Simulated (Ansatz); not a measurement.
SiO2: do energies and stresses tell the same story?

All numbers below come from DFT LDA, scalar-relativistic, plane waves, PAW (Ansatz).

Cutoff 420 eV; k points 6×6×6 on the computed 12-atom cell (Γ-centred); Gaussian smearing, width 0.02 eV; no spin polarisation.

Relaxed cell: I4/mmm, a = 8.911 Å, b = 8.911 Å, c = 5.215 Å, α = 90.00°, β = 90.00°, γ = 90.00°, 12 atoms in the primitive cell. This form isn't the usual stable structure of the compound.

Energies at zero smearing and pressures from the stress tensor, at volumes with shape and atoms relaxed:
| V (Å³/atom) | E − E(first) (meV/atom) | P (GPa) |
| --- | --- | --- |
| 15.182 | 0.00 | 19.94 |
| 15.699 | -55.39 | 14.44 |
| 16.217 | -93.24 | 9.15 |
| 16.734 | -114.81 | 4.32 |
| 17.252 | -121.65 | 0.00 |
| 17.770 | -115.33 | -3.83 |
| 18.287 | -97.42 | -7.18 |
| 18.977 | -57.97 | -11.02 |

Question: Check P = −dE/dV between neighbouring volumes, and get the bulk modulus from the pressures alone.

Answer: With 1 eV/Å³ = 160.2 GPa:
```tsv
middle V (Å³/atom)	−ΔE/ΔV (GPa)	mean P (GPa)
15.441	17.147	17.187
15.958	11.718	11.790
16.476	6.675	6.733
16.993	2.118	2.159
17.511	-1.955	-1.915
18.028	-5.546	-5.506
18.632	-9.158	-9.101
```

The two differ by 0.07 GPa at most. The mean of two end pressures misses the average over a step by about ΔV² P″/12, up to 0.05 GPa here; with that taken off 0.04 GPa remains, from the finite cutoff, the mesh or the relaxation's tolerance. Around V = 17.252 Å³/atom, the two neighbours give B = −V ΔP/ΔV = 17.252 × 8.15 / 1.035 = 135.8 GPa, against B0 = 134.1 GPa from the Birch–Murnaghan fit of the energies.